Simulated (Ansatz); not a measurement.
**Pt (hcp type): how the settings move a single-point run**

Question: which choices in the input matter for Pt (hcp type)?

This is Pt in the hcp structure; at room conditions it is fcc.

Computed with Ansatz 0.2.0 (reference: DFT, PBE, all-electron LAPW, scalar-relativistic, unless a step's input says otherwise).

3 further runs of the same task are left out: 1 for a known fault of the program, 2 that didn't finish.

### 1 The starting structure

Symmetry: P6_3/mmc, No. 194, hexagonal system. Conventional cell: a = 2.816 Å, b = 2.816 Å, c = 4.562 Å, α = 90.00°, β = 90.00°, γ = 120.00°. Around Pt (site symmetry -6m2) lie 12 Pt at 2.80 to 2.82 Å.

Structure file:

```cif
data_structure
_symmetry_space_group_name_H-M 'P6_3/mmc'
_symmetry_Int_Tables_number 194
_cell_length_a 2.8158
_cell_length_b 2.8158
_cell_length_c 4.5616
_cell_angle_alpha 90.000
_cell_angle_beta 90.000
_cell_angle_gamma 120.000
_cell_volume 31.32
loop_
_atom_site_label
_atom_site_type_symbol
_atom_site_symmetry_multiplicity
_atom_site_Wyckoff_symbol
_atom_site_fract_x
_atom_site_fract_y
_atom_site_fract_z
_atom_site_occupancy
Pt1 Pt 2 c 0.33333 0.66667 0.25000 1
```

### 2 The reference run

Contents of input.yaml:

```yaml
crystal:
  lattice:
    - [2.8157965965, 0.0, 0.0]
    - [-1.4078982983, 2.4385513845, 0.0]
    - [0.0, 0.0, 4.5615904864]
  atoms:
    - { symbol: Pt, position: [0.3333333333, 0.6666666667, 0.25] }
    - { symbol: Pt, position: [0.6666666667, 0.3333333333, 0.75] }
kpoints:
  mp_grid: { grid: [12, 12, 7] }
scf:
  occupations: { method: fermi_dirac, width: 0.05 }
hamiltonian:
  xc: pbe
  pseudopotentials: { kind: all_electron, lapw: { basis_error: 0.001 } }
output:
  forces: true
  stress: true
  eigenvalues: true
  populations: true
```

Run with:

```bash
$ ansatz run input.yaml --threads 1 --pin off --max-ram 2048MiB --backend cpu --events-out ev --progress --plain --runs-dir out
```

### 3 Variant: lower_state_search off

input.yaml: that of step 2 with these lines changed.

```diff
@@ -12,2 +12,3 @@
   occupations: { method: fermi_dirac, width: 0.05 }
+  lower_state_search: "off"
 hamiltonian:
```

What does the calculation give? Wanted: for each run, ending; energy change; pressure; gap; force.

The runs gave:

```
                      run     ending  energy change  pressure (GPa)  gap (eV)  force (eV/Å)  cycles  time
                reference  converged              0             1.2      0.00          0.00       9  45 s
1: lower_state_search off  converged   0.0 meV/atom             1.2      0.00          0.00       9  46 s
```

Residual by cycle in the longest SCF loop of each run; runs are numbered as in the table. The quantity is the density residual dr2, in eV.

```
cycle  reference    run 1
    1      0.146    0.146
    2     0.0137   0.0137
    3     0.0138   0.0138
    4    0.00592  0.00592
    5    0.00128  0.00128
    6     3.3e-5   3.3e-5
    7     1.5e-6   1.5e-6
    8     1.9e-7   1.9e-7
    9     3.6e-8   3.6e-8
```

What this shows: The changed input (search for lower states) leaves the energy the same to the digits printed.
